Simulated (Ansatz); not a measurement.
# 3-layer 2H-WSe2 (2H stacking) in a perpendicular field, part 3 of 3

Aim: how the 3-layer 2H-WSe2 (2H stacking) screens a field along its normal, and what the field does to its bands. A positive field points along +c.

Ansatz 0.2.0; plane-wave DFT, PBE-D3(BJ), Ansatz PAW.

So far, gap along the path (eV): step 3 (single point, field 0, start network) 1.08; step 6 (field 0.1 V/Å) 1.07; step 7 (field -0.1 V/Å) 1.07; step 8 (field 0.2 V/Å) 1.02; step 9 (field -0.2 V/Å) 1.02.

### Step 10. Single point, field 0.3 V/Å

Input file input.yaml:

```yaml
crystal:
  lattice:
    - [3.281218096, 0.0, 0.0]
    - [-1.640609048, 2.8416182265, 0.0]
    - [0.0, 0.0, 34.1702538139]
  atoms:
    - { symbol: Se, position: [0.3333333333, 0.6666666667, 0.2633869812] }
    - { symbol: W, position: [0.0, 0.0, 0.3127105443] }
    - { symbol: Se, position: [0.3333333333, 0.6666666667, 0.3620140339] }
    - { symbol: Se, position: [0.0, 0.0, 0.4507280066] }
    - { symbol: W, position: [0.3333333333, 0.6666666667, 0.5] }
    - { symbol: Se, position: [0.0, 0.0, 0.5492719934] }
    - { symbol: Se, position: [0.3333333333, 0.6666666667, 0.6379859661] }
    - { symbol: W, position: [0.0, 0.0, 0.6872894557] }
    - { symbol: Se, position: [0.3333333333, 0.6666666667, 0.7366130188] }
kpoints:
  mp_grid: { grid: [18, 18, 1] }
  band_path:
    path: [[0, 0, 0], [0.5, 0, 0], [0.33333333, 0.33333333, 0], [0, 0, 0]]
    npoints: 16
hamiltonian:
  xc: pbe
  dispersion: d3bj
scf:
  occupations: { method: fermi_dirac, width: 0.02585 }
  convergence: { dr2_threshold: 1.0e-10 }
efield:
  axis: 3
  dipole_correction: true
  ramp_position: 0.9657
  ramp_width: 0.0686
  amplitude: 0.3
output:
  write_potential: true
  write_density: true
  volumetric_format: npy
```

Command:

```bash
$ ansatz run input.yaml --threads 4 --pin off --max-ram 16384MiB --backend cpu --events-out ev --progress --plain --runs-dir out
```

Numbers of over 12 decimals in the logs are rounded to 6 here.

Output:

```text
[...]
Crystal: 9 atoms, lattice volume = 318.602 Å³
Basis set: ecut = 420 eV, 6343 PW (Γ)
Bands: 83, of which v1, the nominal top of the filled ones, is band 69 counted from 1 (68 counted from 0)
Symmetry: 6 space group operations
k-points: 37 of 324 (time reversal used)
[...]
k-point 0: bands = [... 65 lower, 4.1553, 4.3994, 5.0182, 5.3775, 7.8280, 7.8280, 7.9491, 7.9491, ... 10 higher]
  k-point 1: bands = [... 65 lower, 4.1524, 4.4372, 4.9839, 5.3155, 7.7030, 7.7769, 7.8805, 7.9169, ... 10 higher]
  k-point 2: bands = [... 65 lower, 4.1343, 4.4541, 4.8395, 5.1205, 7.3318, 7.5101, 7.6956, 7.7201, ... 10 higher]
  k-point 36: bands = [... 65 lower, 2.9396, 4.8061, 5.0448, 5.3235, 6.5332, 6.7581, 7.0076, 7.2832, ... 10 higher]
[key lines of the parts left out:]
SCF converged after 16 iterations
Free energy (F): -63977.696552 eV
Fermi energy:    5.835719 eV
Dipole field:    D = 0.147786 V/Å  (p = 0.260208 e·Å, saw-weighted, corrected)
```

The job ended after 71 s (4 threads of Arm Neoverse V1, shared host; peak memory 1.5 GiB; 4.7 min of CPU time).

The dipole is 0.260 e·Å, and the gap 0.949 eV.

### Step 11. Atoms held, field -0.3 V/Å

Edit input.yaml of step 10 so:

```diff
@@ -31,3 +31,3 @@
   ramp_width: 0.0686
-  amplitude: 0.3
+  amplitude: -0.3
 output:
```

Output:

```text
[...]
Crystal: 9 atoms, lattice volume = 318.602 Å³
Basis set: ecut = 420 eV, 6343 PW (Γ)
Bands: 83, of which v1, the nominal top of the filled ones, is band 69 counted from 1 (68 counted from 0)
Symmetry: 6 space group operations
k-points: 37 of 324 (time reversal used)
[...]
k-point 0: bands = [... 65 lower, 4.1553, 4.3994, 5.0182, 5.3775, 7.8280, 7.8280, 7.9491, 7.9491, ... 10 higher]
  k-point 1: bands = [... 65 lower, 4.1524, 4.4372, 4.9839, 5.3155, 7.7030, 7.7769, 7.8805, 7.9169, ... 10 higher]
  k-point 2: bands = [... 65 lower, 4.1343, 4.4541, 4.8395, 5.1205, 7.3318, 7.5101, 7.6956, 7.7201, ... 10 higher]
  k-point 36: bands = [... 65 lower, 2.9396, 4.8061, 5.0448, 5.3235, 6.5332, 6.7581, 7.0076, 7.2832, ... 10 higher]
[key lines of the parts left out:]
SCF converged after 16 iterations
Free energy (F): -63977.696552 eV
Fermi energy:    5.835719 eV
Dipole field:    D = -0.147786 V/Å  (p = -0.260209 e·Å, saw-weighted, corrected)
```

The job ended after 72 s (4 threads; peak memory 1.4 GiB).

The dipole is -0.260 e·Å, and the gap 0.949 eV.

### Step 12. Single point, field 0.4 V/Å

Edit input.yaml of step 11 so:

```diff
@@ -29,5 +29,5 @@
   dipole_correction: true
-  ramp_position: 0.9657
-  ramp_width: 0.0686
-  amplitude: -0.3
+  ramp_position: 0.9385
+  ramp_width: 0.1229
+  amplitude: 0.4
 output:
```

Output:

```text
[...]
Crystal: 9 atoms, lattice volume = 318.602 Å³
Basis set: ecut = 420 eV, 6343 PW (Γ)
Bands: 83, of which v1, the nominal top of the filled ones, is band 69 counted from 1 (68 counted from 0)
Symmetry: 6 space group operations
k-points: 37 of 324 (time reversal used)
[...]
k-point 0: bands = [... 65 lower, 4.2318, 4.3945, 5.0054, 5.4162, 7.7488, 7.7488, 7.8770, 7.8770, ... 10 higher]
  k-point 1: bands = [... 65 lower, 4.1964, 4.4566, 4.9690, 5.3569, 7.6140, 7.6983, 7.8118, 7.8320, ... 10 higher]
  k-point 2: bands = [... 65 lower, 4.1418, 4.4796, 4.8241, 5.1699, 7.2429, 7.4413, 7.6465, 7.7011, ... 10 higher]
  k-point 36: bands = [... 65 lower, 3.0123, 4.7314, 5.0415, 5.3953, 6.4527, 6.7561, 7.0842, 7.2422, ... 10 higher]
[key lines of the parts left out:]
SCF converged after 16 iterations
Free energy (F): -63977.726914 eV
Fermi energy:    5.833442 eV
Dipole field:    D = 0.197110 V/Å  (p = 0.347053 e·Å, saw-weighted, corrected)
```

Run time: 72 s. Hardware: 4 threads; peak memory 1.4 GiB; 4.7 min of CPU time.

The dipole is 0.347 e·Å, and the gap 0.859 eV.

### Step 13. Single point, field -0.4 V/Å

Edit input.yaml of step 12 so:

```diff
@@ -31,3 +31,3 @@
   ramp_width: 0.1229
-  amplitude: 0.4
+  amplitude: -0.4
 output:
```

Output:

```text
[...]
Crystal: 9 atoms, lattice volume = 318.602 Å³
Basis set: ecut = 420 eV, 6343 PW (Γ)
Bands: 83, of which v1, the nominal top of the filled ones, is band 69 counted from 1 (68 counted from 0)
Symmetry: 6 space group operations
k-points: 37 of 324 (time reversal used)
[...]
k-point 0: bands = [... 65 lower, 4.2311, 4.3938, 5.0047, 5.4156, 7.7481, 7.7481, 7.8763, 7.8763, ... 10 higher]
  k-point 1: bands = [... 65 lower, 4.1957, 4.4559, 4.9683, 5.3562, 7.6133, 7.6976, 7.8111, 7.8313, ... 10 higher]
  k-point 2: bands = [... 65 lower, 4.1411, 4.4789, 4.8234, 5.1692, 7.2422, 7.4406, 7.6458, 7.7004, ... 10 higher]
  k-point 36: bands = [... 65 lower, 3.0116, 4.7307, 5.0408, 5.3946, 6.4520, 6.7554, 7.0835, 7.2415, ... 10 higher]
[key lines of the parts left out:]
SCF converged after 16 iterations
Free energy (F): -63977.726914 eV
Fermi energy:    5.832752 eV
Dipole field:    D = -0.197110 V/Å  (p = -0.347053 e·Å, saw-weighted, corrected)
```

Elapsed: 75 s, on 4 threads; peak memory 1.4 GiB.

The dipole is -0.347 e·Å, and the gap 0.859 eV.

### Step 14. Response, atoms held

This step: plane-wave DFT, PBE-D3(BJ), Ansatz PAW; response to a field along the normal, atoms held (Ansatz 0.2.0).

The dipoles give the slope, and the difference of two potentials shows where the field is screened.

Numbers from this step:

| Property | Result |
| --- | --- |
| equivalent conductor thickness p/(ε₀AE) | 16.83 Å |
| distance between the outer atoms | 16.17 Å |

The dipole of the cell by applied field:

| applied field (V/Å) | dipole of the cell (e·Å) |
| --- | --- |
| -0.400 | -0.347 |
| -0.300 | -0.260 |
| -0.200 | -0.173 |
| -0.100 | -0.0867 |
| -0.050 | -0.0433 |
| 0.000 | 0 |
| 0.050 | 0.0433 |
| 0.100 | 0.0867 |
| 0.200 | 0.173 |
| 0.300 | 0.260 |
| 0.400 | 0.347 |

Local field over the applied field, running mean. From the potentials at -0.05 and 0.05 V/Å; running mean over 2.8 Å. Table of local field over applied field by z:

| z (Å) | local field over applied field |
| --- | --- |
| 4.5 | 0.998 |
| 5.0 | 0.994 |
| 5.5 | 0.982 |
| 6.0 | 0.952 |
| 6.5 | 0.885 |
| 7.0 | 0.765 |
| 7.5 | 0.614 |
| 8.0 | 0.451 |
| 8.5 | 0.292 |
| 9.0 | 0.163 |
| 9.5 | 0.0840 |
| 10.0 | 0.0498 |
| 10.5 | 0.0344 |
| 11.0 | 0.0359 |
| 11.5 | 0.0513 |
| 12.0 | 0.0810 |
| 12.5 | 0.135 |
| 13.0 | 0.194 |
| 13.5 | 0.230 |
| 14.0 | 0.236 |
| 14.5 | 0.217 |
| 15.0 | 0.169 |
| 15.5 | 0.108 |
| 16.0 | 0.0632 |
| 16.5 | 0.0407 |
| 17.0 | 0.0307 |
| 17.5 | 0.0358 |
| 18.0 | 0.0537 |
| 18.5 | 0.0898 |
| 19.0 | 0.148 |
| 19.5 | 0.204 |
| 20.0 | 0.233 |
| 20.5 | 0.235 |
| 21.0 | 0.210 |
| 21.5 | 0.156 |
| 22.0 | 0.0971 |
| 22.5 | 0.0588 |
| 23.0 | 0.0402 |
| 23.5 | 0.0327 |
| 24.0 | 0.0431 |
| 24.5 | 0.0685 |
| 25.0 | 0.130 |
| 25.5 | 0.243 |
| 26.0 | 0.395 |
| 26.5 | 0.559 |
| 27.0 | 0.716 |
| 27.5 | 0.850 |
| 28.0 | 0.935 |
| 28.5 | 0.975 |
| 29.0 | 0.991 |
| 29.5 | 0.997 |

Electrons, planar mean, per unit field. Table of induced electron density by z:

z (Å), induced electron density (e/Å³ per V/Å) and a bar from the least value:
```
      4.5    0.00001 ##############
      5.0    0.00002 ##############
      5.5    0.00007 ###############
      6.0    0.00019 ###############
      6.5    0.00051 ################
      7.0    0.00126 ####################
      7.5    0.00266 ##########################
      8.0    0.00352 ##############################
      8.5    0.00156 #####################
      9.0    0.00082 ##################
      9.5    0.00044 ################
     10.0   -0.00064 ###########
     10.5   -0.00009 ##############
     11.0    0.00030 ################
     11.5    0.00038 ################
     12.0   -0.00047 ############
     12.5   -0.00080 ###########
     13.0   -0.00152 #######
     13.5   -0.00156 #######
     14.0    0.00052 #################
     14.5    0.00191 #######################
     15.0    0.00104 ###################
     15.5    0.00061 #################
     16.0    0.00014 ###############
     16.5   -0.00043 ############
     17.0   -0.00008 ##############
     17.5    0.00031 ################
     18.0    0.00021 ###############
     18.5   -0.00053 ############
     19.0   -0.00086 ##########
     19.5   -0.00174 ######
     20.0   -0.00122 #########
     20.5    0.00096 ###################
     21.0    0.00184 ######################
     21.5    0.00091 ##################
     22.0    0.00056 #################
     22.5   -0.00007 ##############
     23.0   -0.00037 #############
     23.5   -0.00016 #############
     24.0    0.00054 #################
     24.5    0.00001 ##############
     25.0   -0.00075 ###########
     25.5   -0.00107 #########
     26.0   -0.00307 
     26.5   -0.00316 
     27.0   -0.00167 #######
     27.5   -0.00070 ###########
     28.0   -0.00027 #############
     28.5   -0.00010 ##############
     29.0   -0.00003 ##############
     29.5   -0.00001 ##############
```

The smaller of the gaps on the path and on the k-mesh, counted as 0 under 0.03 eV. The gap by applied field:

| applied field (V/Å) | gap (eV) |
| --- | --- |
| -0.400 | 0.859 |
| -0.300 | 0.949 |
| -0.200 | 1.02 |
| -0.100 | 1.07 |
| -0.050 | 1.08 |
| 0.000 | 1.08 |
| 0.050 | 1.08 |
| 0.100 | 1.07 |
| 0.200 | 1.02 |
| 0.300 | 0.949 |
| 0.400 | 0.859 |

By hand: between -0.05 and 0.05 V/Å the dipole changes by 0.08669 e·Å, a slope of 0.8669 e·Å²/V. A perfect conductor of thickness t has p = ε₀AEt, so t = 180.95 × 0.8669 / 9.324 = 16.82 Å (e/ε₀ = 180.95 V·Å, A in Å²).

The induced dipole is that of a conductor 16.83 Å thick.

### Step 15. What came out

| Item | Value |
| --- | --- |
| gap without field | 1.08 eV |
| ionisation energy, upper face | 4.83 eV |
| electron affinity, upper face | 3.74 eV |
| equivalent conductor thickness, atoms held | 16.8 Å |

In words: The induced dipole equals that of a perfect conductor 16.83 Å thick, while the outer atoms lie 16.17 Å apart; an out-of-plane ε follows only once a thickness t is chosen, by 1 − 1/ε = 16.83 Å / t. The gap goes from 1.08 eV to 0.86 eV at -0.4 V/Å. With the field reversed the gap is 0.86 eV at 0.4 V/Å. Semilocal functionals give gaps that are too small, and excitons are not included. Spin-orbit coupling is left out, which matters for the bands of elements this heavy.

[Logs are printed without paths, hosts, clocks, repeated set-up lines and the standing remarks that a program may print on its own settings, such as how far it seeks lower states.]

[Hosts, paths, dates, database ids (printed as entryN), source tags and the programs' standing remarks are cut or masked in the printed files.]

[Maps of the electrostatic potential energy from Ansatz leave out the sawtooth potential of an applied field or a dipole correction, so their vacuum need not be flat; planar profiles and work functions include it.]
